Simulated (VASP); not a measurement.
# TaN (P-6m2) in VASP: further runs

The runs below take TaN through equation of state, phonons, density of states, with r2SCAN, revPBE+D3, PBE.

All numbers are computed with VASP 6.6.1; they aren't measurements. Logs are shortened: lines on timing, memory, paths and dates and some standing lists are left out, and cuts for length are marked.

### Step 1. The structure

The structure is hexagonal, space group P-6m2 (No. 187). Conventional cell: a = 2.938 Å, b = 2.938 Å, c = 2.883 Å, α = 90.00°, β = 90.00°, γ = 120.00°. Around Ta (site symmetry -6m2) lie 6 N at 2.23 Å. N (site symmetry -6m2) has 6 Ta at 2.23 Å as nearest neighbours.

### Step 2. Equation of state, r2SCAN

Potentials or basis: VASP PAW PBE potentials, release 64 (Ta_pv, N).

This step only gathers the single runs of the series.

Results:

* Equilibrium volume: 10.82 Å³/atom
* Bulk modulus at fixed shape and positions: 360 GPa
* Pressure derivative of the bulk modulus: 4.3

Energy against volume, from the lowest point:
```csv
volume (Å³/atom),energy (meV/atom)
10.129,55.75
10.345,25.37
10.560,7.19
10.776,0.00
10.991,2.68
11.207,14.25
11.422,33.80
```

Caveat: the cell was scaled at fixed shape and fractional positions, which overstates the stiffness of a crystal with free parameters, most of all of layers and chains; the PAW data sets were made with another functional, which shifts forces and pressure a little. The run has no spin-orbit coupling, so splittings on Ta are missing.

### Step 3. Phonons, revPBE+D3

Input file POSCAR:

```
TaN
1.0
    2.9380000000      0.0000000000      0.0000000000
   -1.4690000000      2.5443826363      0.0000000000
    0.0000000000      0.0000000000      2.8830000000
Ta N
1 1
Direct
    0.0000000000      0.0000000000      0.5000000000
    0.6666666667      0.3333333333      0.0000000000
```

Input file INCAR.step1:

```
  PREC = Accurate
  ENCUT = 680
  EDIFF = 1E-8
  ISMEAR = 0
  SIGMA = 0.05
  LREAL = False
  LASPH = True
  NELM = 60
  ALGO = Normal
  ISIF = 3
  LWAVE = False
  LCHARG = False
  GGA = RE
  IVDW = 11
  IBRION = 2
  NSW = 40
  EDIFFG = -0.002
```

Input file INCAR.step2:

```
  PREC = Accurate
  ENCUT = 680
  EDIFF = 1E-8
  ISMEAR = 0
  SIGMA = 0.05
  LREAL = False
  LASPH = True
  NELM = 60
  ALGO = Normal
  ISIF = 2
  LWAVE = False
  LCHARG = False
  GGA = RE
  IVDW = 11
  IBRION = 6
  NFREE = 2
  POTIM = 0.015
  NSW = 1
```

Input file KPOINTS:

```
Automatic mesh
0
Gamma
  7 7 7
```

Potentials or basis: VASP PAW PBE potentials, release 64 (Ta_sv_GW, N_GW).

On the command line:

```console
> cat potpaw_PBE.64/Ta_sv_GW/POTCAR potpaw_PBE.64/N_GW/POTCAR > POTCAR
> cp INCAR.step1 INCAR
> mpirun -np 1 vasp_std > vasp.out
> cp CONTCAR POSCAR
> cp INCAR.step2 INCAR
> mpirun -np 1 vasp_std > vasp.out
```

OUTCAR:

```text
PREC = Accurate
   ENCUT = 680
   EDIFF = 1E-8
   ISMEAR = 0
   LREAL = False
   LASPH = True
   NELM = 60
   ISIF = 2
   GGA = RE
   IVDW = 11
   IBRION = 6
   NFREE = 2
   POTIM = 0.015
   NSW = 1
 IVDW          = 11

 ion  position               nearest neighbor table
   1  0.000  0.000  0.500-   2 2.22   2 2.22   2 2.22   2 2.22   2 2.22   2 2.22
   2  0.667  0.333  0.000-   1 2.22   1 2.22   1 2.22   1 2.22   1 2.22   1 2.22

  LATTYP: Found a hexagonal cell.
 ALAT       =     2.9251474248
 C/A-ratio  =     0.9899410123

  Lattice vectors:

 A1 = (   2.9251474248,   0.0000000000,   0.0000000000)
 A2 = (  -1.4625737124,   2.5332519796,   0.0000000000)
 A3 = (   0.0000000000,   0.0000000000,   2.8957234027)

Analysis of symmetry for initial positions (statically):
=====================================================================
 Subroutine PRICEL returns:
 Original cell was already a primitive cell.
[... 892 lines left out ...]
     12      17.8353      0.00000
     13      18.8918      0.00000

 [... further k-points ...]

------------------------ aborting loop because EDIFF is reached ----------------------------------------

 Edisp (eV)   -1.28575

 E8    (eV) :    -0.6351
[... 25 lines left out ...]
  FREE ENERGIE OF THE ION-ELECTRON SYSTEM (eV)
  ---------------------------------------------------
  free  energy   TOTEN  =       -25.3679692420 eV

  energy  without entropy=      -25.3679526882  energy(sigma->0) =      -25.36796097

 INTERNAL STRAIN TENSORS FROM DISPLACED ATOMS
 ============================================

 INTERNAL STRAIN TENSOR FOR ION    1 for displacements in x,y,z  (eV/Angst):
          X           Y           Z          XY          YZ          ZX
  --------------------------------------------------------------------------------
  x     0.00000     0.00000     0.00000     1.28989     0.00000     0.00000
  y     1.28989    -1.28989     0.00000     0.00000     0.00000     0.00000
  z     0.00000     0.00000     0.00000     0.00000     0.00000     0.00000

 INTERNAL STRAIN TENSOR FOR ION    2 for displacements in x,y,z  (eV/Angst):
          X           Y           Z          XY          YZ          ZX
  --------------------------------------------------------------------------------
  x     0.00000     0.00000     0.00000    -1.28508     0.00000     0.00000
  y    -1.28508     1.28508     0.00000     0.00000     0.00000     0.00000
  z     0.00000     0.00000     0.00000     0.00000     0.00000     0.00000

 Eigenvectors and eigenvalues of the dynamical matrix
 ----------------------------------------------------

   1 f  =   16.391477 THz   102.990686 2PiTHz  546.760810 cm-1    67.789670 meV
             X         Y         Z           dx          dy          dz
      0.000000  0.000000  1.447862     0.000000    0.000000   -0.267936
      1.462574  0.844417  0.000000     0.000000    0.000000    0.963437
[... 21 lines left out ...]
   6 f/i=    0.000926 THz     0.005818 2PiTHz    0.030886 cm-1     0.003829 meV
             X         Y         Z           dx          dy          dz
      0.000000  0.000000  1.447862     0.000000    0.000000    0.963437
      1.462574  0.844417  0.000000     0.000000    0.000000    0.267936

 ELASTIC MODULI CONTR FROM IONIC RELAXATION (kBar)
 Direction    XX          YY          ZZ          XY          YZ          ZX
 --------------------------------------------------------------------------------
 XX          -9.0674      9.0674      0.0000     -0.0000      0.0000      0.0000
 YY           9.0674     -9.0674      0.0000     -0.0000      0.0000      0.0000
 ZZ           0.0000      0.0000      0.0000      0.0000      0.0000      0.0000
 XY          -0.0000     -0.0000      0.0000     -9.0674      0.0000      0.0000
 YZ           0.0000      0.0000      0.0000      0.0000     -0.0000      0.0000
 ZX           0.0000      0.0000      0.0000      0.0000      0.0000      0.0000
 --------------------------------------------------------------------------------
```

OUTCAR.step1:

```text
PREC = Accurate
   ENCUT = 680
   EDIFF = 1E-8
   ISMEAR = 0
   LREAL = False
   LASPH = True
   NELM = 60
   ISIF = 3
   GGA = RE
   IVDW = 11
   IBRION = 2
   NSW = 40
[... 749 lines left out ...]
      8       7.3196      2.00000
      9      11.8266      2.00000
     10      15.7505      0.00000
     11      17.0692      0.00000
     12      17.8364      0.00000
     13      18.8877      0.00000

 [... further k-points ...]

------------------------ aborting loop because EDIFF is reached ----------------------------------------

 Edisp (eV)   -1.28575

 E8    (eV) :    -0.6351
[... 25 lines left out ...]
  FREE ENERGIE OF THE ION-ELECTRON SYSTEM (eV)
  ---------------------------------------------------
  free  energy   TOTEN  =       -25.3697177656 eV

  energy  without entropy=      -25.3697008795  energy(sigma->0) =      -25.36970932

 reached required accuracy - stopping structural energy minimisation
```

Run time: 4 min. Hardware: 1 thread of Intel Xeon Platinum 8488C (Sapphire Rapids), shared host; peak memory 0.25 GiB.

What came out:

| Quantity | Value |
| --- | --- |
| Relaxed volume | 10.73 Å³/atom |
| Relaxed cell | a = 2.925 Å, b = 2.925 Å, c = 2.896 Å, α = 90.00°, β = 90.00°, γ = 120.00° |
| Space group after relaxing (to 0.05 Å) | P-6m2 (No. 187) |
| Highest phonon frequency at Γ, LO-TO splitting left out | 547 cm⁻¹ |
| Dispersion energy per atom | -0.643 eV |

The path:
```
step  energy change (eV)  largest force (eV/Å)  pressure (GPa)  volume (Å³)
   1              0.0000                0.0000           -1.34        21.55
   2              0.0013                0.0000            2.96        21.27
   3             -0.0025                0.0000            0.53        21.43
   4             -0.0023                0.0000           -0.95        21.51
   5             -0.0025                0.0000           -0.01        21.46
```

Final structure:
```xyz
2
Lattice="2.9251 0.0000 0.0000 -1.4626 2.5333 0.0000 0.0000 0.0000 2.8957" Properties=species:S:1:pos:R:3 pbc="T T T"
Ta    0.0000    0.0000    1.4479
N     1.4626    0.8444    0.0000
```

Phonon frequencies in cm⁻¹ (negative: imaginary):
```csv
q point,frequencies
"(0.000, 0.000, 0.000)",0 0 0 534 534 547
```

Caveat: the PAW data sets were made with another functional, which shifts forces and pressure a little. The run has no spin-orbit coupling, so splittings on Ta are missing.

### Step 4. Density of states, PBE

Input file POSCAR:

```
TaN
1.0
    2.9380000000      0.0000000000      0.0000000000
   -1.4690000000      2.5443826363      0.0000000000
    0.0000000000      0.0000000000      2.8830000000
Ta N
1 1
Cartesian
    0.0000000000      0.0000000000      1.4415000000
    1.4690000001      0.8481275453      0.0000000000
```

Input file INCAR.step1:

```
PREC = Accurate
ENCUT = 500
EDIFF = 1E-7
ISMEAR = -1
SIGMA = 0.05
LREAL = F
LASPH = T
NELM = 100
ALGO = Normal
ISIF = 2
LWAVE = F
LCHARG = T
LMAXMIX = 4
GGA = PE
```

Input file KPOINTS.step1:

```
Automatic mesh
0
Gamma
  10 10 9
```

Input file INCAR.step2:

```
PREC = Accurate
ENCUT = 500
EDIFF = 1E-7
ISMEAR = -5
SIGMA = 0.05
LREAL = F
LASPH = T
NELM = 100
ALGO = Normal
ISIF = 2
LWAVE = F
LCHARG = F
LMAXMIX = 4
GGA = PE
LORBIT = 10
NEDOS = 2001
ICHARG = 11
```

Input file KPOINTS.step2:

```
Automatic mesh
0
Gamma
  15 15 14
```

Potentials or basis: VASP PAW PBE potentials, release 54 (Ta, N).

On the command line:

```console
> cat potpaw_PBE.54/Ta/POTCAR potpaw_PBE.54/N/POTCAR > POTCAR
> cp INCAR.step1 INCAR
> cp KPOINTS.step1 KPOINTS
> mpirun -np 1 vasp_std > vasp.out
> cp INCAR.step2 INCAR
> cp KPOINTS.step2 KPOINTS
> mpirun -np 1 vasp_std > vasp.out
```

It took 26 s on 1 thread of Intel Xeon Platinum 8488C (Sapphire Rapids), shared host; peak memory 0.18 GiB.

Results (log left out):

* Valence electrons inside the program's atomic spheres: Ta 5.19; N 3.73

Levels at points of the mesh, in eV from the Fermi level:
| k point | band 3 | band 4 | band 5 | band 6 | band 7 | band 8 |
| --- | --- | --- | --- | --- | --- | --- |
| (0.00, 0.00, 0.00) | -4.55 | -4.20 | -2.92 | 2.23 | 3.59 | 3.59 |
| (0.00, 0.00, 0.50) | -3.73 | -3.73 | -0.08 | -0.08 | 2.41 | 3.33 |

States per cell in windows of 1 eV (zero at the Fermi level; states under -8 eV left out):
```csv
from (eV),total,Ta1_d,N2_p,Ta1_p,Ta1_s,N2_s,N2_d
-8.0,1.44,0.48,0.46,0.11,0.22,0.01,0.00
-7.0,0.81,0.27,0.29,0.09,0.06,0.01,0.00
-6.0,1.42,0.48,0.57,0.15,0.04,0.01,0.00
-5.0,1.86,0.55,0.83,0.20,0.02,0.00,0.00
-4.0,0.34,0.11,0.14,0.03,0.00,0.00,0.00
-3.0,0.44,0.34,0.05,0.03,0.00,0.00,0.00
-2.0,1.06,0.78,0.07,0.11,0.05,0.00,0.00
-1.0,0.45,0.30,0.03,0.09,0.01,0.00,0.00
0.0,0.12,0.11,0.00,0.00,0.00,0.00,0.00
1.0,0.73,0.57,0.06,0.01,0.01,0.01,0.00
2.0,1.30,0.94,0.14,0.03,0.02,0.03,0.00
3.0,1.57,1.10,0.15,0.04,0.03,0.07,0.00
4.0,1.96,1.37,0.20,0.05,0.07,0.10,0.00
5.0,1.22,0.88,0.19,0.03,0.02,0.01,0.00
6.0,0.96,0.62,0.24,0.02,0.01,0.00,0.00
7.0,0.14,0.08,0.05,0.00,0.00,0.00,0.00
```

Caveat: tetrahedron occupations give inexact forces and stress in metals.

### Step 5. The reference run

An earlier run on the cell as given: functional PBEsol; potentials or basis VASP PAW PBE potentials, release 64 (Ta_pv, N); cutoff 520 eV; k mesh 10 × 10 × 9; occupations fermi-dirac, width 0.05 eV; no spin polarisation.

- Pressure: -4.1 GPa
- Band gap on the k mesh: none (metal or under the smearing width)
